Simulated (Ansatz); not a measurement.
# Ti: response to strain

Aim: deform Ti (x and y strained by +1.5 %, z held) and compute stress, forces and field gradients with LAPW, PAW and all-electron datasets made for the crystal.

Program: Ansatz 0.2.0. Level of theory: DFT PBE, scalar-relativistic. These are calculated values, not measurements.

1 further run of the same task is left out (set aside as unsound or not needed).

### Step 1. The structure to begin with

Symmetry: Pm-3m, No. 221, cubic system. The conventional cell has a = 2.640 Å, b = 2.640 Å, c = 2.640 Å, α = 90.00°, β = 90.00°, γ = 90.00°. Ti (site symmetry m-3m) has 6 Ti at 2.64 Å as nearest neighbours.

As a file:

```cif
data_structure
_symmetry_space_group_name_H-M 'Pm-3m'
_symmetry_Int_Tables_number 221
_cell_length_a 2.6405
_cell_length_b 2.6405
_cell_length_c 2.6405
_cell_angle_alpha 90.000
_cell_angle_beta 90.000
_cell_angle_gamma 90.000
_cell_volume 18.41
loop_
_atom_site_label
_atom_site_type_symbol
_atom_site_symmetry_multiplicity
_atom_site_Wyckoff_symbol
_atom_site_fract_x
_atom_site_fract_y
_atom_site_fract_z
_atom_site_occupancy
Ti1 Ti 1 a 0.00000 0.00000 0.00000 1
```

The file gives the conventional cell by its symmetry; the runs use the cell typed in the input.

### Step 2. The deformed structure

Space group Pm-3m before, P4/mmm after.

### Step 3. All-electron LAPW

input.yaml reads:

```yaml
crystal:
  lattice:
    - [2.6800673601, 0.0, 0.0]
    - [0.0, 2.6800673601, 0.0]
    - [0.0, 0.0, 2.6404604533]
  atoms:
    - { symbol: Ti, position: [0.0, 0.0, 0.0] }
kpoints:
  mp_grid: { grid: [15, 15, 15] }
scf:
  occupations: { method: fermi_dirac, width: 0.05 }
hamiltonian:
  xc: pbe
  pseudopotentials: { kind: all_electron, lapw: { basis_error: 0.0005 } }
output:
  forces: true
  stress: true
  eigenvalues: true
```

Run with:

```
$ ansatz run input.yaml --threads 1 --pin off --max-ram 2048MiB --backend cpu --events-out ev --progress --plain --runs-dir out
```

### Step 4. PAW with frozen cores

Changes to input.yaml since step 3:

```diff
@@ -13,3 +13,3 @@
   xc: pbe
-  pseudopotentials: { kind: all_electron, lapw: { basis_error: 0.0005 } }
+  pseudopotentials: { kind: paw }
 output:
@@ -18 +18,2 @@
   eigenvalues: true
+  efg: { contact_densities: true }
```

### Step 5. Datasets made for this crystal

Changes to input.yaml since step 4:

```diff
@@ -13,3 +13,3 @@
   xc: pbe
-  pseudopotentials: { kind: paw }
+  pseudopotentials: { kind: all_electron, datasets: crystal }
 output:
```

(Steps that only read results are left out.)

**Question.** What will these runs give? Wanted: pressure; largest shear or deviatoric stress.

As calculated:

| quantity | value |
| --- | --- |
| pressure | LAPW -2.19, PAW -2.17, crystal datasets -2.19 GPa |
| largest shear or deviatoric stress (LAPW) | 0.24 GPa |

What this shows: The largest part of the stress beyond the pressure is 0.24 GPa in size, in the zz component. No run of the undeformed cell stands beside it, so the pressure holds what the given cell had before the change. PAW: stress within 0.03 GPa of LAPW. Crystal datasets: stress within 0.01 GPa of LAPW.
